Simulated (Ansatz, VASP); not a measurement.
**CdSe (Cadmoselite): VASP beside Ansatz**

```
Cd Se
1.0
     4.26832    0.00000    0.00000
    -2.13416    3.69647    0.00000
     0.00000    0.00000    6.90857
Cd Se
2 2
Direct
  0.33333 0.66667 0.00377
  0.66667 0.33333 0.50377
  0.33333 0.66667 0.38123
  0.66667 0.33333 0.88123
```

Change from the starting cell: in-plane strain +0.005, out-of-plane length and atoms relaxed by PAW.

Alike in both runs: functional LDA; k mesh 6 × 6 × 4; no spin polarisation.

Ansatz relaxed the structure, and its values are those at the end. VASP's run is a single point on that final structure, the one shown.

|  | VASP | Ansatz |
| --- | --- | --- |
| version | VASP 6.6.1 | Ansatz 0.2.0 |
| potentials or method | VASP PAW LDA potentials, release 64 (Cd, Se) | PAW with Ansatz's default frozen-core files, scalar-relativistic |
| plane-wave cutoff (eV) | 520 | 420 |
| occupations | gaussian, width 0.01 eV | fixed |
| valence electrons in the cell | 36 | 72 |

Ansatz gave:

| Item | Value |
| --- | --- |
| gap on the k mesh at the Fermi level (eV) | 0.47 |
| pressure (GPa) | -0.3 |

**Question.** What did VASP give for the same quantities?

**Answer.** gap on the k mesh at the Fermi level (eV): 0.50; pressure (GPa): 0.2.

The two sets of potentials don't hold the same shells in valence.
